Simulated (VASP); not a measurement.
## Nb: equation of state with PBEsol

Nb:

```
CELL_PARAMETERS angstrom
0.00000 2.11500 2.11500
2.11500 0.00000 2.11500
2.11500 2.11500 0.00000
ATOMIC_POSITIONS crystal
Nb 0.00000 0.00000 0.00000
```

This isn't the form of Nb at room conditions, which is bcc.

```json
{
  "Program": "VASP 6.6.1",
  "Task": "equation of state",
  "Functional": "PBEsol",
  "Potentials or basis": "VASP PAW PBE potentials, release 64 (Nb_sv)",
  "Cutoff": "520 eV",
  "k mesh": "11 × 11 × 11",
  "Occupations": "fermi-dirac, width 0.05 eV",
  "Spin": "no spin polarisation"
}
```

* Equilibrium volume: 18.06 Å³/atom
* Bulk modulus: 178 GPa
* Pressure derivative of the bulk modulus: 4.1

Energy against volume, from the lowest point:
| volume (Å³/atom) | energy (meV/atom) |
| --- | --- |
| 17.786 | 2.08 |
| 18.165 | 0.00 |
| 18.543 | 6.47 |
| 18.922 | 20.69 |
| 19.300 | 41.84 |
| 19.679 | 69.25 |
| 20.057 | 102.27 |

All runs of the series together: 89 s on 1 thread of AMD EPYC 7R43 64-Core Processor (Zen 3), on a shared host.

Caveat: the PAW data sets were made with another functional, which shifts forces and pressure a little.
